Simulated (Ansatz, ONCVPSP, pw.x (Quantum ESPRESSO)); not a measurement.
# Equation-of-state test of one ONCV potential (Ni (Z = 28))

- Element: nickel (Ni)
- Generator: ONCVPSP 4.0.1.1 (patched build)
- Type: optimised norm-conserving Vanderbilt (ONCV)
- Functional: PBE
- Relativity: scalar-relativistic
- Frozen core: [Ne]
- Valence charge: 18
- Reference configuration: 3s2 3p6 3d8 4s2
- Partial waves: 3s+4s: rc 1.15 bohr, ncon 4, nbas 7, qcut 11.8 1/bohr, 2 projectors; 3p: rc 0.90 bohr, ncon 3, nbas 7, qcut 12.2 1/bohr, 2 projectors, debl 2.3 Ha; 3d: rc 1.30 bohr, ncon 4, nbas 9, qcut 11.9 1/bohr, 3 projectors, debl 2.3 Ha
- Local potential: polynomial inside 0.65 bohr (lpopt 5, dvloc0 0 Ha)
- Core correction: none

In the p channel the program set the typed energies aside and used -2.623, 0.250 Ha.

Crystal test: bcc Ni in pw.x 7.5, no spin, 16³ k-points, Fermi–Dirac smearing 0.01 Ry, cutoffs 150/600 Ry. The reference is all-electron LAPW (Ansatz 0.2.0) with the same functional, mesh and smearing; V0 and B0 come from Birch–Murnaghan fits to the pressures at five volumes. Errors are pseudo minus all-electron; Δ is the rms difference of the E(V) curves that follow from these fits, minima aligned, over ±6 % about the mean V0. Mesh and smearing are coarse, so the numbers serve the comparison and aren't converged zero-temperature values; the lattice is a test structure that the element need not adopt. Spin polarisation and strong correlation are left out, which matters for this element.

```csv
V (Å³/atom),P all-electron (GPa),P pseudo (GPa)
10.434,10.64,10.80
10.708,4.67,4.88
10.983,-0.48,-0.30
11.258,-4.92,-4.74
11.532,-8.74,-8.56
```

All-electron: a0 = 2.798 Å (V0 = 10.96 Å³/atom), B0 = 193.3 GPa.

Pseudopotential: mean pressure error (GPa): +0.18; a0 (Å): 2.799; a0 error (%): +0.03; B0 error (%): -0.5; Δ (meV/atom): 0.4.

Problem. At the middle volume, how do free energy and pressure move when the wave cutoff is lowered (ecutrho kept at four times it)?

Solution.

```csv
cutoff (Ry),shift of F (meV/atom),shift of P (GPa)
68,+25883.7,-1289.48
90,+3828.2,-341.66
120,+78.3,-15.34
```

The run at the middle volume (145 k-points, 9 iterations) took about 61 s on one core of a shared host (Neoverse-V2, 32 threads, 247 GiB, load 9).
